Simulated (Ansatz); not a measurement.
Calculation for P: DFT, PBEsol, all-electron PAW with datasets made for the crystal, scalar-relativistic (Ansatz 0.2.0). This run: the undistorted cell.

The cell is Materials Project entry mp-130, used as a structure alone.

Command: `ansatz run input.yaml --threads 1 --pin off --max-ram 2048MiB --backend cpu --events-out ev --progress --plain --runs-dir out` It took 7 s on 1 thread of Arm Neoverse V1 (shared host), peak memory 0.31 GiB.

```yaml
crystal:
  lattice:
    - [1.725725178, 0.9963478961, 3.1296800121]
    - [-1.725725178, 0.9963478961, 3.1296800121]
    - [0.0, -1.9926957921, 3.1296800121]
  atoms:
    - { symbol: P, position: [0.22708025, 0.22708025, 0.22708025] }
    - { symbol: P, position: [0.77291975, 0.77291975, 0.77291975] }
kpoints:
  mp_grid: { grid: [11, 11, 11] }
scf:
  occupations: { method: fermi_dirac, width: 0.05 }
hamiltonian:
  xc: pbesol
  pseudopotentials: { kind: all_electron, datasets: crystal }
output:
  forces: true
  stress: true
  eigenvalues: true
  efg: { contact_densities: true }
```

Output:

```
hamiltonian.pseudopotentials.datasets: crystal makes datasets for this crystal and solves the spheres of its atoms anew in each pass: cutoff 240.0 eV, the density's 960.0 eV; for an error of 0.50 meV an atom under PBE, 1.0 meV for the cell; an energy difference from a run of another recipe may be off by several times the error for the cell, under r2SCAN by more, where some 0.1 meV an atom stays at smaller errors; P in spheres of 1.143 Å, 5 of its electrons in bands
Engine: ansatz 0.2.0
Pseudopotentials: kind: all_electron
Pseudopotential: P, paw, valence charge 5, recommended cutoff 240 eV (normal), crystal/all_electron/pbesol/scalar/gaussian/P, Koelling and Harmon's equation, gaussian nucleus
Functional definition: PBEsol
  exchange = pbesol_x
  correlation = pbesol_c
Crystal: 2 atoms, lattice volume = 32.287 Å³
Basis set: ecut = 240 eV, 283 PW (Γ), exchange–correlation on 40×40×40 points (8 copies of the dense FFT grid, shifted against one another)
Bands: 9, of which v1, the nominal top of the filled ones, is band 5 counted from 1 (4 counted from 0)
Symmetry: 12 space group operations
Space group: R-3m (ITA 166), of the structure as read, at distance tolerance 3.2e-5 Å
k-points: 146 of 1331
Non-local potential: P, projectors of the file, l = 0: 1, l = 1: 1
PAW form: soft (Blöchl's): semilocal exchange-correlation on the pseudo side does not see the compensation charge
PAW one-centre angular grid: P, 110 points (default); XC on its mesh's 1931 points in the sphere
Initial density: superposition of atomic densities (neutral atoms: chi_scale 0, normalization atom)
Initial wavefunctions: pseudopotential atomic-orbital guess
Functional: x = pbesol(κ = 0.804, μ = 0.12345679012345678), c = pbesol(β = 0.046)
iter 1 solved again at ethr=2.13e-3 eV; its pass at ethr=1.00e-1 eV (dr2=2.13e-1 eV) is discarded
SCF iter   1: F=—  HF=-18586.752930 eV  |F-HF|=—  |Δ(HF+E_count)|=         —  Δρ=3.59e-2  dr2=2.34e-1  ethr=2.13e-3  ⟨swp⟩=3.5  Hψ=9122  notcnv=0
preconditioner: auto → none  [metal: Δε(μ)=0.030 eV  Ē_g=10.875 eV  σ=0.050 eV  W_gap=0.14  n_scr=8 (ndim 8)  ℏωp=20.7 eV  f_vac=0.003  D(μ)=0.35/eV (n_scr^D=0)  sad-step TF]
SCF iter   2: F=—  HF=-18586.742686 eV  |F-HF|=—  |Δ(HF+E_count)|=   1.02e-2  Δρ=2.13e-2  dr2=8.70e-2  ethr=2.13e-3  ⟨swp⟩=2.0  Hψ=2626  notcnv=0
iter 3 solved again at ethr=4.94e-6 eV; its pass at ethr=8.70e-4 eV (dr2=4.94e-4 eV) is discarded
SCF iter   3: F=—  HF=-18586.737068 eV  |F-HF|=—  |Δ(HF+E_count)|=   5.62e-3  Δρ=1.61e-3  dr2=5.19e-4  ethr=4.94e-6  ⟨swp⟩=3.1  Hψ=6364  notcnv=0  defer=2
SCF iter   4: F=—  HF=-18586.737204 eV  |F-HF|=—  |Δ(HF+E_count)|=   1.36e-4  Δρ=4.54e-4  dr2=4.03e-5  ethr=4.94e-6  ⟨swp⟩=2.0  Hψ=2082  notcnv=0  defer=3
SCF iter   5: F=—  HF=-18586.737232 eV  |F-HF|=—  |Δ(HF+E_count)|=   2.79e-5  Δρ=7.05e-5  dr2=2.59e-6  ethr=4.03e-7  ⟨swp⟩=2.1  Hψ=2092  notcnv=0  defer=3
SCF iter   6: F=—  HF=-18586.737233 eV  |F-HF|=—  |Δ(HF+E_count)|=   7.14e-7  Δρ=1.53e-5  dr2=6.51e-8  ethr=2.59e-8  ⟨swp⟩=3.0  Hψ=2603  notcnv=0
SCF iter   7: F=-18586.737233 eV  HF=-18586.737233 eV  |F-HF|=2.64e-9  |Δ(HF+E_count)|=   8.62e-8  Δρ=3.20e-6  dr2=1.93e-9  ethr=6.51e-10  ⟨swp⟩=3.0  Hψ=2517  notcnv=0
SCF 1 converged in 7 iterations: F = -18586.737224 eV  dr2 = 1.93e-9
  Residual-converged pass: ⟨swp⟩=3.2  Hψ=2502  notcnv=0  max |occ|·‖R‖ = 5.3e-6 eV (tolerance 5.3e-6 eV)  dr2=2.10e-9  dr2_onsite=7.75e-9  max |Δocc| = 2.8e-9
  greatest PAW one-centre occupation: 0.641 electrons in one spin orbital (limit 2), on the P atom at site 1 (counted from 0), in its partial waves of l = 0
SCF converged after 7 iterations
Free energy (F): -18586.737224 eV
Harris-Foulkes:  -18586.737224 eV  (|F-HF|=2.64e-9)
Internal energy: -18586.734357 eV  (E = F + TS)
E sigma→0 (E₀):  -18586.735790 eV
Entropy (-TS):   -0.002867 eV (-1.433 meV/atom)
Past the cutoff: the bands carry plane waves up to 1.75 times it, of which those up to 1.5 times it add -0.000108 eV an atom, each by itself; the spheres take 0.000075 eV an atom off the energy for waves past 1.75 times it
By the cutoff:   a pressure is off by up to 0.005 GPa (1.2 times the spheres' own share and the shells' term, over an atom's volume, and 0.004 GPa: a bound that held against runs at twice the plane waves)
Past the cutoffs: a stress includes 0.0005 GPa for waves and charges beyond them, in addition to the slope of what the spheres take
In the spheres:  the bands' charges fall short by 1.6e-7 e at most (sound up to 1e-3)
Fermi energy:    11.380570 eV
--- Per-component energies (eV) ---
  E_band       = 41.097061
  E_kinetic    = 142.856414
  E_local      = -20.904763  (includes V_loc(G=0)·N_el)
  E_nonlocal   = 10.094668
  E_hartree    = 16.761405
  E_xc         = -107.030862
  E_vxc        = -137.846361  (∫ρ·V_xc dr)
  E_paw        = -18554.800207  (= ΣΔE_a)
  E_vpaw       = -312.098621  (= ΣTr[D̂ρ^β])
  E_ewald      = -399.184103
  E_smearing   = -0.002867  (= −TS)
  E_closure    = 325.473092  (closes the sum)
  Σ components = -18586.737224   (vs F -18586.737224, Δ=0.00e0)
  The terms above E_closure are by the made datasets' own strengths, without shells solved beside the bands.
--- Forces (eV/Å), atoms counted from 1 ---
  atom   1  P      0.00000000     0.00000000     0.31096567
  atom   2  P      0.00000000    -0.00000000    -0.31096567
  max |Σ_I F_I| component: 4.63e-18 eV/Å
--- Stress (GPa, compression-positive) ---
       -1.403688       0.000000       0.000000
        0.000000      -1.403688      -0.000000
        0.000000      -0.000000      -2.535623
  P = ⅓ Tr σ = -1.7810 GPa (-17.810 kbar)
--- PAW observables at the nuclei: V_zz in 10²¹ V/m², potentials from the cell's mean, atoms counted from 1 ---
  atom   1  P  V_zz =    -2.826967   η = 0.0000   by run symmetry: allowed
            electrostatic potential = -1493.723970 V   contact ρ = 15983.122542 e/Å³
  atom   2  P  V_zz =    -2.826967   η = 0.0000   by run symmetry: allowed
            electrostatic potential = -1493.723970 V   contact ρ = 15983.122542 e/Å³
--- Band table (eV; the first three rows and the last of 146) ---
  k-point 0: bands = ["-5.1716", "7.7834", "8.2208", "8.4788", "8.4788", "12.6470", "13.9712", "13.9712"]
  k-point 1: bands = ["-5.0374", "6.6077", "8.1745", "8.3704", "9.0924", "13.0202", "13.9537", "13.9612"]
  k-point 2: bands = ["-4.6368", "4.8572", "7.9840", "8.1168", "9.7041", "12.9728", "13.5454", "13.8126"]
  k-point 145: bands = ["-3.1192", "0.5724", "7.3937", "8.2264", "10.7114", "11.6808", "12.4730", "14.4448"]
```
